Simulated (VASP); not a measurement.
The system is MoSe2.

```
Mo Se
1.0
     3.28800    0.00000    0.00000
    -1.64400    2.84749    0.00000
     0.00000    0.00000   12.90000
Mo Se
2 4
Direct
  0.66667 0.33333 0.75000
  0.33333 0.66667 0.25000
  0.66667 0.33333 0.37500
  0.33333 0.66667 0.87500
  0.66667 0.33333 0.12500
  0.33333 0.66667 0.62500
```

```yaml
Program: VASP 6.6.1
Task: relaxation of cell and atoms
Functional: PBE
Potentials_or_basis: VASP PAW PBE potentials, release 64 (Mo, Se)
Cutoff: 580 eV
k_mesh: 9 × 9 × 2
Occupations: fermi-dirac, width 0.05 eV
Spin: no spin polarisation
```

At the start: pressure 8.1 GPa; volume 20.13 Å³/atom.

Where does the relaxation end?

Over 24 steps the energy falls by 40.1 meV/atom and the volume is 23.06 Å³/atom (+14.6 %); space group P6_3/mmc (No. 194, to 0.05 Å).

Step by step:
```tsv
step	energy change (eV)	largest force (eV/Å)	pressure (GPa)	volume (Å³)
1	0.0000	1.1218	8.11	120.78
2	0.5207	1.9687	-11.47	139.43
3	-0.1903	0.1590	-0.32	126.69
4	-0.1907	0.1110	-0.01	126.43
5	-0.1907	0.0897	0.13	126.31
6	-0.1954	0.1069	0.21	126.45
7	-0.2016	0.1557	0.51	126.84
8	-0.2047	0.1555	0.41	127.26
9	-0.2128	0.1545	0.12	128.55
10	-0.2238	0.1494	-0.39	131.13
11	-0.2297	0.1248	-1.16	136.38
12	-0.2325	0.0743	-0.89	136.65
13	-0.2356	0.0248	-0.35	137.15
14	-0.2330	0.2325	0.77	138.16
15	-0.2360	0.0863	-0.02	137.44
16	-0.2376	0.0698	0.01	137.53
17	-0.2403	0.0212	0.09	137.78
18	-0.2377	0.0725	0.28	138.25
19	-0.2407	0.0017	0.14	137.90
20	-0.2408	0.0210	0.02	138.08
21	-0.2408	0.0318	-0.05	138.18
22	-0.2408	0.0258	-0.02	138.13
23	-0.2408	0.0219	-0.02	138.20
24	-0.2409	0.0133	-0.04	138.36
```

Final structure:
```cif
data_structure
_symmetry_space_group_name_H-M 'P 1'
_symmetry_Int_Tables_number 1
_cell_length_a 3.3200
_cell_length_b 3.3200
_cell_length_c 14.4945
_cell_angle_alpha 90.000
_cell_angle_beta 90.000
_cell_angle_gamma 120.000
_cell_volume 138.36
loop_
_atom_site_label
_atom_site_type_symbol
_atom_site_fract_x
_atom_site_fract_y
_atom_site_fract_z
_atom_site_occupancy
Mo1 Mo 0.66667 0.33333 0.75000 1
Mo2 Mo 0.33333 0.66667 0.25000 1
Se1 Se 0.66667 0.33333 0.36513 1
Se2 Se 0.33333 0.66667 0.86513 1
Se3 Se 0.66667 0.33333 0.13487 1
Se4 Se 0.33333 0.66667 0.63487 1
```

Caveat: this functional lacks dispersion, which binds the layers, so the pressure and a relaxed spacing across them are unreliable; the volume moved by +15 % from the deposited cell, more than functionals usually miss.
